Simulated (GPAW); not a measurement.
Write an ASE script for GPAW 26.7.0 that does the following.

```yaml
Task: relaxation of cell and atoms
Functional: PBEsol
Potentials_or_basis: PAW data sets generated in the run's folder for this functional
Cutoff: 600 eV
Basis: pw
k_mesh: 6 × 6 × 4
Occupations: fermi-dirac, width 0.05 eV
Spin: no spin polarisation
Maxiter: 150
Optimizer: BFGS
Fmax: 0.02 eV/Å
Max_steps: 60
Convergence: density=1e-05 forces=0.0001
```

The system is PtS2.

```
Pt S
1.0
     3.54320    0.00000    0.00000
    -1.77160    3.06850    0.00000
     0.00000    0.00000    5.03880
Pt S
1 2
Direct
  0.00000 0.00000 0.00000
  0.66667 0.33333 0.77300
  0.33333 0.66667 0.22700
```

One way to write it, as run:

run.py

```python
from ase import Atoms
from ase.filters import FrechetCellFilter
from ase.io import write
from ase.optimize import BFGS
from gpaw import GPAW, PW, setup_paths

setup_paths.insert(0, '.')

atoms = Atoms(['Pt', 'S', 'S'],
              cell=[[3.5432, 0.0, 0.0],
                    [-1.7716, 3.0685012107, 0.0],
                    [0.0, 0.0, 5.0388]],
              scaled_positions=[[0.0, 0.0, 0.0],
                                [0.6666666667, 0.3333333333, 0.773],
                                [0.3333333333, 0.6666666667, 0.227]],
              pbc=True)

calc = GPAW(mode=PW(600),
            xc='PBEsol',
            kpts={'size': (6, 6, 4), 'gamma': True},
            occupations={'name': 'fermi-dirac', 'width': 0.05},
            nbands=26,
            convergence={'density': 1e-05, 'forces': 0.0001},
            maxiter=150,
            txt='gpaw.txt')
atoms.calc = calc
opt = BFGS(FrechetCellFilter(atoms), trajectory='relax.traj', logfile='-')
done = opt.run(fmax=0.02, steps=60)
calc.write('gs.gpw')
write('result.traj', atoms)
print('Converged:', done)
print('Cell:', atoms.cell.cellpar().round(4))
print('Volume:', round(atoms.get_volume(), 4))
print(atoms.get_scaled_positions().round(5))
```

Potentials or basis: PAW data sets generated in the run's folder for this functional, pw.

Launch:

```console
$ gpaw-setup -f PBEsol Pt S
$ OMP_NUM_THREADS=1 python run.py
```

Results of the run:

- Relaxed volume: 17.66 Å³/atom
- Relaxed cell: a = 3.569 Å, b = 3.569 Å, c = 4.801 Å, α = 90.00°, β = 90.00°, γ = 120.00°
- Space group after relaxing (to 0.05 Å): P-3m1 (No. 164)
- Energy gained by relaxing: 24.3 meV/atom
- Ionic steps: 15
- Pressure after relaxing: 0.0 GPa
- Largest force after relaxing: 0.013 eV/Å
- Band gap on the k mesh: 0.26 eV, indirect (least direct gap 1.10 eV)

Caveat: later steps reuse the first step's grids; spin-orbit coupling is left out, which moves the levels of the heavy elements.

Run time: 4 min on 1 thread of Intel(R) Xeon(R) 6975P-C (Granite Rapids), with other jobs on the host, peak memory 0.29 GiB.
